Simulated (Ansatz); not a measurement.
**Property card for CuO**

Theory: DFT PBE+U, scalar-relativistic, plane waves, PAW in Ansatz 0.2.0.

Settings: cutoff 420 eV, Γ-centred mesh 14×14×8 on the computed 4-atom cell, Gaussian smearing of 0.10 eV; U_eff Cu 4.00 eV on the d shells (Löwdin-orthogonalised atomic orbitals); no spin polarisation.

The structure is relaxed at this level of theory with its symmetry kept. This form isn't the usual stable structure of the compound.

```cif
data_structure
_symmetry_space_group_name_H-M 'P 1'
_symmetry_Int_Tables_number 1
_cell_length_a 2.9636
_cell_length_b 2.9636
_cell_length_c 5.1734
_cell_angle_alpha 89.998
_cell_angle_beta 89.998
_cell_angle_gamma 89.787
_cell_volume 45.44
loop_
_atom_site_label
_atom_site_type_symbol
_atom_site_fract_x
_atom_site_fract_y
_atom_site_fract_z
_atom_site_occupancy
Cu1 Cu 0.00000 0.50000 0.00000 1
Cu2 Cu 0.50000 0.00000 0.50000 1
O1 O 0.49999 0.50001 0.25000 1
O2 O 0.50001 0.49999 0.75000 1
```

Problem. Density of states at the Fermi level?

Solution. 2.04 states/eV per cell.

Problem. Löwdin character within 0.5 eV of the Fermi level?

Solution. O 2p 51 %, Cu 3d 45 %.

Problem. Bulk modulus?

Solution. 126 GPa.

Problem. Its pressure derivative?

Solution. 4.1.

Problem. Bader charges (e)?

Solution. Cu (2 in the cell) 0.93, O (2 in the cell) -0.93.

Spin polarisation was left out, and a magnetic state may lie lower.

A ferromagnetic start lost its moments in a first run, so spin was left out; other magnetic orders weren't tried.

Cost: 6 runs of about 18 core-minutes in all, on Arm Neoverse V2 (shared hosts).